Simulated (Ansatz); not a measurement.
Crystal: Tl.

```
Tl
1.0
     3.45600    0.00000    0.00000
    -1.72800    2.99298    0.00000
     0.00000    0.00000    5.52500
Tl
2
Direct
  0.66667 0.33333 0.75000
  0.33333 0.66667 0.25000
```

```yaml
Program: Ansatz 0.2.0
Task: relaxation of cell and atoms
Functional: PBEsol
Dispersion: D3(BJ)
Potentials_or_basis: Ansatz PAW
Cutoff: "420 eV (not typed: the program's choice for these potentials)"
k_mesh: 9 × 9 × 5
Occupations: fermi-dirac, width 0.05 eV
Spin: no spin polarisation
```

At the start: volume 28.57 Å³/atom.

Q: How do energy, volume and symmetry change on relaxing?

A: It ends after 6 steps and the volume is 27.03 Å³/atom (-5.4 %); space group P6_3/mmc (No. 194, to 0.05 Å).

Step by step:
| step | energy change (eV) | largest force (eV/Å) | volume (Å³) |
| --- | --- | --- | --- |
| 1 | 0.0000 | 0.0000 | 57.15 |
| 2 | -0.0246 | 0.0000 | 54.42 |
| 3 | -0.0290 | 0.0000 | 53.79 |
| 4 | -0.0304 | 0.0000 | 53.84 |
| 5 | -0.0305 | 0.0000 | 54.05 |
| 6 | -0.0297 | 0.0000 | 54.05 |

Final structure:
```
CELL_PARAMETERS angstrom
3.33443 0.00000 0.00000
-1.66722 2.88770 0.00000
0.00000 0.00000 5.61363
ATOMIC_POSITIONS crystal
Tl 0.66667 0.33333 0.75000
Tl 0.33333 0.66667 0.25000
```

The cell as given is a measured one (28.57 Å³/atom); PBEsol+D3(BJ) puts the equilibrium volume -5.4 % from it, thermal expansion not counted.

Caveat: the plane-wave basis is chosen anew once the cell has moved, so the energies of steps on either side of that aren't comparable; pairwise dispersion overbinds metals, which lowers pressure and volume; the PAW data sets come from PBE, with cores solved anew for the run's functional, which leaves a small shift of forces and pressure.
